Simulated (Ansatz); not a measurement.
Program: Ansatz. Geometries: PBE0-D4/def2-TZVP. ΔE: electronic, gas phase. CBS: MP2 limit from def2 TZ/QZ plus the TZ coupled-cluster correction, frozen cores. This one scheme is used for every species. DFT in def2-TZVPP. B3LYP here is the variant with VWN-RPA as its local correlation; programs differ in this. HSE06 is defined as in plane-wave codes. Each species was taken in one conformer, which may not be the lowest.

Consider the cleavage of the B–Al bond: `C[BH][AlH][OH]` + `CC(=O)O` → `CBOC(C)=O` + `[OH][AlH2]`.

```csv
level,ΔE (kJ/mol),difference from CCSD(T)/CBS
PBE-D4,-135.6,13.3
revPBE-D4,-136.3,12.6
BLYP-D4,-149.1,-0.2
PBE0-D4,-139.0,9.9
B3LYP-D4,-151.1,-2.2
r2SCAN0-D4,-149.0,-0.1
HSE06-D4,-138.8,10.1
ωB97X-V,-147.6,1.3
ωB97M-V,-152.1,-3.2
PBE0,-137.9,11.0
B3LYP,-149.3,-0.4
CAM-B3LYP,-155.4,-6.5
LC-ωPBE,-142.7,6.2
HF/def2-SVP,-162.8,-13.9
MP2/def2-TZVPP,-155.9,-7.0
SCS-MP2/def2-TZVPP,-155.9,-7.0
CCSD(T)/CBS,-148.9,0
```

Largest T1 diagnostic among the species: 0.015.

At CCSD(T), def2-SVP lies −11.9 kJ/mol from the extrapolated value and def2-TZVPP −1.7 kJ/mol. In def2-TZVPP, CCSD(T) changes the Hartree–Fock value by +9.3 kJ/mol (the triples alone add −0.2 kJ/mol) and MP2 by +4.0 kJ/mol. From BLYP to BHLYP (50 % exact exchange), in def2-TZVPP and without D4, ΔE moves by −9.6 kJ/mol.

CCSD(T)/CBS has its own doubt, a few kJ/mol and more with outer-core shells, so smaller differences from it don't rank the levels.
